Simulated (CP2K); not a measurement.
Ga2O3:

```
Ga O
1.0
     3.09853    0.00000    0.00000
     1.54791    2.68419    0.00000
    -0.01917   -0.01108    7.68807
Ga O
2 3
Direct
  0.66685 0.66685 0.31037
  0.33315 0.33315 0.68963
  0.00000 0.00000 0.50000
  0.66820 0.66820 0.82365
  0.33180 0.33180 0.17635
```

The cell was built by a generator and needn't be a form met in nature.

Base run:

- Program: CP2K 2026.2
- Functional: PBE
- Potentials or basis: POTENTIAL_UZH Ga GTH-PBE-q13, O GTH-PBE-q6; DZVP-MOLOPT-PBE-GTH basis
- Density cutoff: 11565 eV
- k mesh: 10 × 10 × 4
- Occupations: fermi-dirac, width 0.05 eV
- Spin: no spin polarisation

Its results: band gap on the k mesh 1.45 eV, direct; pressure -17.7 GPa; largest force 3.413 eV/Å.

After a change of settings the same cell gave: band gap on the k mesh 1.55 eV, direct; pressure -21.1 GPa; largest force 3.646 eV/Å. Which change was it?
A. functional from PBE to revPBE
B. functional from PBE to TPSS
C. functional from PBE to vdW-DF2
D. functional from PBE to PBEsol

B.

Caveats: the basis of atomic orbitals isn't converged, which shifts pressures, moduli and gaps; forces of over 1 eV/Å show positions far from the minimum, so gaps and moduli don't describe the material at rest (some runs); the potentials were made for another functional, which shifts forces and pressure (some runs).
